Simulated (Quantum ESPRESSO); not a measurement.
Here is a Quantum ESPRESSO 7.5 calculation.

Contents of pw.in:

```
&CONTROL
  calculation = 'vc-relax'
  prefix = 'pwscf'
  outdir = './tmp'
  pseudo_dir = './pseudo'
  tprnfor = .true.
  tstress = .true.
  disk_io = 'low'
  nstep = 40
  forc_conv_thr = 0.0004
  etot_conv_thr = 1d-05
/
&SYSTEM
  ibrav = 0
  nat = 1
  ntyp = 1
  ecutwfc = 80
  nbnd = 13
  input_dft = 'revpbe'
  occupations = 'smearing'
  smearing = 'fd'
  degauss = 0.00367493
  vdw_corr = 'grimme-d3'
  dftd3_version = 4
/
&ELECTRONS
  conv_thr = 2d-10
  electron_maxstep = 120
  mixing_beta = 0.5
/
&IONS
  ion_dynamics = 'bfgs'
/
&CELL
  cell_dynamics = 'bfgs'
  press = 0
  press_conv_thr = 0.3
/
ATOMIC_SPECIES
Mo    95.9500 Mo.upf
CELL_PARAMETERS angstrom
  -1.5838089719    1.5838089719    1.5838089719
   1.5838089719   -1.5838089719    1.5838089719
   1.5838089719    1.5838089719   -1.5838089719
ATOMIC_POSITIONS crystal
Mo     0.0000000000    0.0000000000    0.0000000000
K_POINTS automatic
12 12 12 0 0 0
```

Potentials or basis: PseudoDojo 0.4.1 SR PBE standard.

The run is started by

```sh
$ OMP_NUM_THREADS=1 pw.x -in pw.in > pw.out
```

Predict the relaxed cell.

a = 2.702 Å, b = 2.702 Å, c = 2.702 Å, α = 109.47°, β = 109.47°, γ = 109.47°.

Estimate the relaxed volume.

15.19 Å³/atom.

Predict the band gap on the k mesh.

none (metal or under the smearing width).

What does it give for the space group after relaxing (to 0.05 Å)?

Im-3m (No. 229).

Final structure:
```yaml
crystal:
  lattice:
    - [-1.55999, 1.55999, 1.55999]
    - [1.55999, -1.55999, 1.55999]
    - [1.55999, 1.55999, -1.55999]
  atoms:
    - { symbol: Mo, position: [0.00000, 0.00000, 0.00000] }
```

Caveat: the potentials were made for another functional, which shifts forces and pressure; pairwise dispersion overbinds metals, which lowers pressure and volume.
